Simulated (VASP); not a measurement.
A run of VASP 6.6.1 is set up as follows.

Contents of POSCAR:

```
TePb
1.0
    0.0000000000      3.1873324849      3.1873324849
    3.1873324849      0.0000000000      3.1873324849
    3.1873324849      3.1873324849      0.0000000000
Pb Te
1 1
Direct
    0.0000000000      0.0000000000      0.0000000000
    0.5000000000      0.5000000000      0.5000000000
```

The input INCAR.step1:

```
SYSTEM = TePb
PREC = Accurate ; ENCUT = 400
EDIFF = 1E-8 ; ISMEAR = 0
SIGMA = 0.05 ; LREAL = .FALSE.
LASPH = .TRUE. ; NELM = 60
ALGO = Fast ; LWAVE = .TRUE.
LCHARG = .FALSE. ; GGA = PE
```

File INCAR.step2:

```
SYSTEM = TePb
PREC = Accurate ; ENCUT = 400
EDIFF = 1E-8 ; ISMEAR = 0
SIGMA = 0.05 ; LREAL = .FALSE.
LASPH = .TRUE. ; NELM = 1
ALGO = EIGENVAL ; LWAVE = .FALSE.
LCHARG = .FALSE. ; GGA = PE
LHFCALC = .TRUE. ; AEXX = 1.0
ALDAC = 0.0 ; AGGAC = 0.0
ISTART = 1 ; PRECFOCK = Fast
```

File INCAR.step3:

```
SYSTEM = TePb
PREC = Accurate ; ENCUT = 400
EDIFF = 1E-8 ; ISMEAR = 0
SIGMA = 0.05 ; LREAL = .FALSE.
LASPH = .TRUE. ; NELM = 1
ALGO = Exact ; LWAVE = .TRUE.
LCHARG = .FALSE. ; GGA = PE
NBANDS = 1243 ; LOPTICS = .TRUE.
ISTART = 1
```

File INCAR.step4:

```
SYSTEM = TePb
PREC = Accurate ; ENCUT = 400
EDIFF = 1E-8 ; ISMEAR = 0
SIGMA = 0.05 ; LREAL = .FALSE.
LASPH = .TRUE. ; NELM = 60
ALGO = ACFDT ; LWAVE = .FALSE.
LCHARG = .FALSE. ; GGA = PE
NBANDS = 1243 ; ENCUTGW = 200
NOMEGA = 8 ; ISTART = 1
PRECFOCK = Fast
```

File KPOINTS:

```
regular mesh
0
G
  4 4 4
  0 0 0
```

Potentials or basis: VASP PAW PBE potentials, release 64 (Pb_d_GW, Te_GW).

Launch:

```console
$ cat potpaw_PBE.64/Pb_d_GW/POTCAR potpaw_PBE.64/Te_GW/POTCAR > POTCAR
$ cp INCAR.step1 INCAR
$ mpirun -np 1 vasp_std > vasp.out
$ cp INCAR.step2 INCAR
$ mpirun -np 1 vasp_std > vasp.out
$ cp INCAR.step3 INCAR
$ mpirun -np 1 vasp_std > vasp.out
$ cp INCAR.step4 INCAR
$ mpirun -np 1 vasp_std > vasp.out
```

Task: Predict the RPA correlation energy.

Result: -13.436 eV/atom.

Task: Predict the RPA total energy per cell.

Result: -41.207 eV.

Task: What does it give for the band gap on the k mesh, mean-field level?

Result: 0.64 eV, direct.

Caveat: the k mesh is coarse (spacing up to 0.43 Å⁻¹), so the values aren't converged; spin-orbit coupling is left out, which as a rule narrows the gap of such compounds by several tenths of an eV. A k mesh can miss the band edges.
